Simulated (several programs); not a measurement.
## Many methods on one cell: CuCl (zincblende)

Zincblende CuCl, relaxed with r2SCAN in Ansatz, was computed with several methods. The symmetry is F-43m (No. 216, cubic); a = 5.358 Å in the conventional setting, 19.22 Å³ an atom. Around Cu lie 4 Cl at 2.32 Å; around Cl lie 4 Cu at 2.32 Å. Calculated for a static, non-magnetic cell.

```yaml
crystal:
  lattice:
    - [0.00000, 2.67876, 2.67876]
    - [2.67876, 0.00000, 2.67876]
    - [2.67876, 2.67876, 0.00000]
  atoms:
    - { symbol: Cu, position: [0.00000, 0.00000, 0.00000] }
    - { symbol: Cl, position: [0.25000, 0.25000, 0.25000] }
```

Gaps and times are for a single point on this cell; volume and bulk modulus come from each method's own relaxation or energy curve at fixed shape. Times are rough, from shared hosts (Arm Neoverse V1; Arm Neoverse V2), and each method has its own mesh and cell size. A dagger marks a closed or tiny gap in a crystal that DFT finds insulating: a failure of the method or a wrong SCF state. PM7 (MOPAC), GFN1-xTB (tblite), GFN2-xTB (tblite) treat a cluster of cells at its zone centre, which samples few k points: where these miss a band edge, the gap comes out too large for that reason alone. Gaps from k meshes are read at a limited set of points (mesh, symmetry points, PBE's band edges), so each method's own least gap may be somewhat smaller. xTB and the PM methods were fitted mostly to molecules, and can miss a solid's gap by electronvolts. Minimal bases can be far off for gaps. Times of the plane-wave ladder aren't listed, since it ran on unlike processors and cards. GLLB-SC's gap includes the derivative discontinuity. d marks a direct gap, i an indirect one (no mark: not told apart), a dash a value that wasn't computed or didn't pass its checks.

```tsv
method	kind	gap (eV)	own volume (Å³/atom)	bulk modulus (GPa)	atoms computed	processor time
PBEsol	semilocal	–	18.51	–	2	–
light PBE (260 eV and a coarse mesh)	light plane-wave	0.85 d	–	–	2	0.91 s
PBE	semilocal	0.60 d	19.94	49	2	–
PBE/single zeta (GPAW)	small basis	overlap 0.06†	–	–	2	3 s
LDA	semilocal	0.45 d	17.65	–	2	–
GFN1-xTB (tblite)	tight binding	1.82	20.89	60	cluster	3.4 s
GFN2-xTB (tblite)	tight binding	2.55	18.55	59	cluster	4.6 s
r2SCAN	semilocal	0.97 d	19.22	57	2	–
PBE/SZV (CP2K)	small basis	0.00†	–	–	2	7.4 s
GLLB-SC (GPAW)	model potential	2.54	–	–	2	11 s
PBE/DZVP (CP2K)	small basis	0.55 d	20.38	45	2	24 s
LC-ωPBE	hybrid	7.57 d	–	–	2	–
PBE0	hybrid	3.12 d	–	–	2	–
HSE06	hybrid	2.41 d	20.22	–	2	–
PM7 (MOPAC)	semi-empirical	3.78	–	–	cluster	77 s
DDH-PBE0	hybrid	2.51 d	–	–	2	–
r2SCAN0	hybrid	3.39 d	–	–	2	–
```

Against HSE06 (2.41 eV) and with closed or daggered gaps left aside, the nearest gap at the points sampled is that of DDH-PBE0 (+0.10 eV) and the farthest that of LC-ωPBE (+5.16 eV). HSE06 is only a yardstick of convenience, and nearness to it can be luck.

Volumes against r2SCAN's: PBEsol -3.7 %, PBE +3.7 %, LDA -8.2 %, GFN1-xTB (tblite) +8.7 %, GFN2-xTB (tblite) -3.5 %, PBE/DZVP (CP2K) +6.0 %, HSE06 +5.2 %.
